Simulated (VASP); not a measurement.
Crystal: Al2O3.

```
Al O
1.0
     2.88432    0.00000    0.00000
    -1.44216    2.49790    0.00000
     0.00000    0.00000    9.33675
Al O
2 3
Direct
  0.00000 0.00000 0.85001
  0.00000 0.00000 0.14999
  0.33333 0.66667 0.77768
  0.66667 0.33333 0.00000
  0.33333 0.66667 0.22232
```

Measurements of this composition are mostly on another form, of space group No. 167.

Base run:

```yaml
Program: VASP 6.6.1
Functional: HSE06
Potentials_or_basis: VASP PAW PBE potentials, release 64 (Al, O)
Cutoff: 520 eV
k_mesh: 6 × 6 × 2
Occupations: gaussian, width 0.02 eV
Spin: no spin polarisation
```

Its results: band gap on the k mesh 6.52 eV, indirect (least direct gap 6.75 eV); pressure -4.9 GPa; largest force 0.455 eV/Å.

Task: The run is repeated on the same cell with these changes: functional from HSE06 to PBE0. What comes out?

Result: Band gap on the k mesh 7.26 eV, indirect (least direct gap 7.49 eV); pressure -4.9 GPa; largest force 0.458 eV/Å.

Caveats: the PAW data sets were made with another functional, which shifts forces and pressure a little.
